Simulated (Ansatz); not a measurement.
The system is SnTe.

```xyz
2
Lattice="0.0000 3.6111 3.6111 3.6111 0.0000 3.6111 3.6111 3.6111 0.0000" Properties=species:S:1:pos:R:3 pbc="T T T"
Te    1.8056    1.8056    1.8056
Sn    0.0000    0.0000    0.0000
```

Measurements of this composition are mostly on another form, of space group No. 225.

| Item | Value |
| --- | --- |
| Program | Ansatz 0.2.0 |
| Task | relaxation of cell and atoms |
| Functional | HSEsol |
| Potentials or basis | Ansatz PAW |
| Cutoff | 420 eV (not typed: the program's choice for these potentials) |
| k mesh | 4 × 4 × 4 |
| Occupations | fermi-dirac, width 0.05 eV |
| Spin | no spin polarisation |

At the start: volume 47.09 Å³/atom.

Where does the relaxation end?

It ends after 4 steps and the volume is 43.82 Å³/atom (-6.9 %); space group F-43m (No. 216, to 0.05 Å).

Step by step:
| step | energy change (eV) | largest force (eV/Å) | volume (Å³) |
| --- | --- | --- | --- |
| 1 | 0.0000 | 0.0000 | 94.18 |
| 2 | -0.0320 | 0.0000 | 88.54 |
| 3 | -0.0329 | 0.0000 | 87.64 |
| 4 | -0.0320 | 0.0000 | 87.64 |

Final structure:
```cif
data_structure
_symmetry_space_group_name_H-M 'P 1'
_symmetry_Int_Tables_number 1
_cell_length_a 4.9858
_cell_length_b 4.9858
_cell_length_c 4.9858
_cell_angle_alpha 60.000
_cell_angle_beta 60.000
_cell_angle_gamma 60.000
_cell_volume 87.64
loop_
_atom_site_label
_atom_site_type_symbol
_atom_site_fract_x
_atom_site_fract_y
_atom_site_fract_z
_atom_site_occupancy
Te1 Te 0.25000 0.25000 0.25000 1
Sn1 Sn 0.00000 0.00000 0.00000 1
```

Caveat: the k mesh is coarse (spacing up to 0.38 Å⁻¹), so the values aren't converged, least of all with exact exchange; the plane-wave basis is chosen anew once the cell has moved, so the energies of steps on either side of that aren't comparable; the PAW data sets come from PBE, with cores solved anew for the run's functional, which leaves a small shift of forces and pressure.
